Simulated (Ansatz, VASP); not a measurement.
**Sb: VASP beside Ansatz**

```
Sb
1.0
     2.15420    1.24373    3.75800
    -2.15420    1.24373    3.75800
     0.00000   -2.48746    3.75800
Sb
2
Direct
  0.76651 0.76651 0.76651
  0.23349 0.23349 0.23349
```

Alike in both runs: functional LDA; k mesh 4 × 4 × 4; occupations fermi-dirac, width 0.05 eV; no spin polarisation.

|  | VASP | Ansatz |
| --- | --- | --- |
| version | VASP 6.6.1 | Ansatz 0.2.0 |
| potentials or method | VASP PAW LDA potentials, release 64 (Sb) | Ansatz PAW |
| plane-wave cutoff (eV) | 520 | 420 |
| valence electrons in the cell | 10 | 30 |
| task | single point | band structure |

Ansatz gave:

```
gap on the k mesh at the Fermi level (eV)       : 0.08
least direct gap on the mesh (eV)               : 0.08
pressure (GPa)                                  : -1.2
largest component of the traceless stress (GPa) : 0.83
rms of the force components (eV/Å)              : 0.134
```

Task: What did VASP give for the same quantities?

Result: gap on the k mesh at the Fermi level (eV): 0.07; least direct gap on the mesh (eV): 0.07; pressure (GPa): -0.9; largest component of the traceless stress (GPa): 0.89; rms of the force components (eV/Å): 0.101.

Atom by atom the forces differ by 0.033 eV/Å (rms over components). The two sets of potentials don't hold the same shells in valence.

Caveats: the k mesh is coarse (spacing up to 0.44 Å⁻¹), so the values aren't converged; spin-orbit coupling is left out, which moves the levels of the heavy elements; the PAW data sets come from PBE, with cores solved anew for the run's functional, which leaves a small shift of forces and pressure (Ansatz).
